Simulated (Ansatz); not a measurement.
Space group Fd-3m:1 (No. 227). a = 7.555 Å, b = 7.555 Å, c = 7.555 Å, α = 90.00°, β = 90.00°, γ = 90.00°
```json
{"atom": "Sc", "site": "8a", "symmetry": "-43m", "x": "0.5000", "y": "0.0000", "z": "0.5000"}
{"atom": "Al", "site": "16d", "symmetry": ".-3m", "x": "0.1250", "y": "0.6250", "z": "0.1250"}
```

Equation of state of this ScAl$_{2}$ structure (not necessarily the ground state), with shape and atoms relaxed at each volume where symmetry leaves them free. It has no gap at any of these volumes. These are results of Ansatz, DFT r2SCAN, scalar-relativistic, plane waves, PAW, not measurements.

Settings: cutoff 500 eV, Γ-centred mesh 8×8×8 on the computed 6-atom cell, Gaussian smearing of 0.10 eV; no spin polarisation.

```json
{"V (Å³/atom)": "16.892", "E − E(largest V) (meV/atom)": "3.92", "P (GPa)": "6.66"}
{"V (Å³/atom)": "17.431", "E − E(largest V) (meV/atom)": "-12.28", "P (GPa)": "3.10"}
{"V (Å³/atom)": "17.970", "E − E(largest V) (meV/atom)": "-17.33", "P (GPa)": "0.03"}
{"V (Å³/atom)": "18.509", "E − E(largest V) (meV/atom)": "-12.79", "P (GPa)": "-2.62"}
{"V (Å³/atom)": "19.048", "E − E(largest V) (meV/atom)": "0.00", "P (GPa)": "-4.89"}
```

Question: Fit a third-order Birch–Murnaghan equation to E(V).

Answer: V0 = 17.97 Å³/atom, B0 = 95 GPa, B0' = 4.0.